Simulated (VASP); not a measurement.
# AgCl: GW band gap, scheme by scheme

AgCl, Cmcm (no. 63), 4 atoms in the cell. PBE, GW; PAW potentials Ag_GW, Cl_GW (PBE set).

| GW scheme | Iterations | Frequency points | Quasiparticle gap on the mesh (eV) | Gap of the starting point on the mesh (eV) | Quasiparticle gap at the zone centre (eV) | Starting gap at the zone centre (eV) | Correction of the gap between the band edges on the mesh (eV) | Time (s) |
|---|---|---|---|---|---|---|---|---|
| evGW0 low-scaling | 4 | 12 | 1.65 | 0.40 | 3.25 | 1.92 | 1.24 | 1482 |
| evGW0 | 4 | 48 | 1.83 | 0.40 | 3.30 | 1.92 | 1.43 | 322 |
| QSGW0 | 4 | 48 | 1.84 | 0.40 | 3.39 | 1.92 | 1.44 | 635 |
| COHSEX | 6 | 1 | 2.74 | 0.40 | 4.53 | 1.92 | 2.33 | 829 |

Limits: the mesh is coarse: neither the gap nor the screening is converged.

## Input of the first row

INCAR.step1:
```
SYSTEM = AgCl
PREC = Accurate
ENCUT = 300
ISMEAR = 0
SIGMA = 0.05
LASPH = .True.
LREAL = .False.
GGA = PE
ALGO = Normal
EDIFF = 1E-8
NELM = 150
LWAVE = .True.
LCHARG = .False.
```

INCAR.step2, as INCAR.step1 but for:
```
- ALGO = Normal
- NELM = 150
+ ALGO = Exact
+ NELM = 1
+ ISTART = 1
+ NBANDS = 200
+ LOPTICS = .True.
```

INCAR.step3:
```
SYSTEM = AgCl
PREC = Accurate
ENCUT = 300
ISMEAR = 0
SIGMA = 0.05
LASPH = .True.
LREAL = .False.
GGA = PE
ALGO = EVGW0R
NBANDS = 200
NBANDSGW = 28
ENCUTGW = 100
NOMEGA = 12
PRECFOCK = Fast
ISTART = 1
LWAVE = .False.
LCHARG = .False.
NELMGW = 4
MAXMEM = 1800
LFOCKSTD = .True.
```

KPOINTS:
```
k-points
0
Gamma
  2 2 2
```

POSCAR:
```
AgCl
1.0
    1.8709097030     -5.5565952358      0.0000000000
    1.8709097030      5.5565952358      0.0000000000
    0.0000000000      0.0000000000      3.9240373500
Ag Cl
2 2
Direct
    0.6034446000      0.3965554000      0.2500000000
    0.3965554000      0.6034446000      0.7500000000
    0.1345512700      0.8654487300      0.7500000000
    0.8654487300      0.1345512700      0.2500000000
```

Commands (each step's output is kept before the next begins):
```
cat potpaw_PBE.64/Ag_GW/POTCAR potpaw_PBE.64/Cl_GW/POTCAR > POTCAR
cp INCAR.step1 INCAR
mpirun -np 4 vasp_std > vasp.out
cp INCAR.step2 INCAR
mpirun -np 4 vasp_std > vasp.out
cp INCAR.step3 INCAR
mpirun -np 4 vasp_std > vasp.out
```

Changes of the last row against the first:
```
(step 3)
- ALGO = EVGW0R
- NOMEGA = 12
- NELMGW = 4
- MAXMEM = 1800
- LFOCKSTD = True
+ ALGO = QPGW
+ NOMEGA = 1
+ NELMGW = 6
+ LOPTICS = True
+ LPEAD = True
```

VASP 6.6.1 took 1482 s on 4 cores (AMD EPYC 7R43 (Zen 3)), a shared host.
